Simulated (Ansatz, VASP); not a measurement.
# Ir in VASP and in Ansatz

```
Ir
1.0
     1.37569   -2.38276    4.46229
     1.37569   -2.38276   -4.46229
     2.75138    4.76553    0.00000
Ir
8
Direct
  0.04167 0.29167 0.33333
  0.54167 0.79167 0.33333
  0.04167 0.29167 0.83333
  0.54167 0.79167 0.83333
  0.45833 0.20833 0.16667
  0.95833 0.70833 0.16667
  0.45833 0.20833 0.66667
  0.95833 0.70833 0.66667
```

Alike in both runs: task single point; functional PBE; k mesh 6 × 6 × 6; occupations gaussian, width 0.15 eV; no spin polarisation.

```csv
,VASP,Ansatz
version,VASP 6.6.1,Ansatz 0.2.0
potentials or method,"VASP PAW PBE potentials, release 64 (Ir)","scalar-relativistic, plane waves, PAW"
plane-wave cutoff (eV),520,420
valence electrons in the cell,72,136
```

|  | VASP | Ansatz | Ansatz less VASP |
| --- | --- | --- | --- |
| gap on the k mesh at the Fermi level (eV) | none | none | - |
| pressure (GPa) | -1.0 | -1.5 | -0.49 |
| largest component of the traceless stress (GPa) | 0.62 | 0.60 | -0.019 |
| rms of the force components (eV/Å) | 0.005 | 0.005 | -0.0001 |

Atom by atom the forces differ by 0.000 eV/Å (rms over components). A gap of «none» marks a metal or a gap that the smearing closes. The two sets of potentials don't hold the same shells in valence.

Spin-orbit coupling is left out, which matters for the levels of Ir.
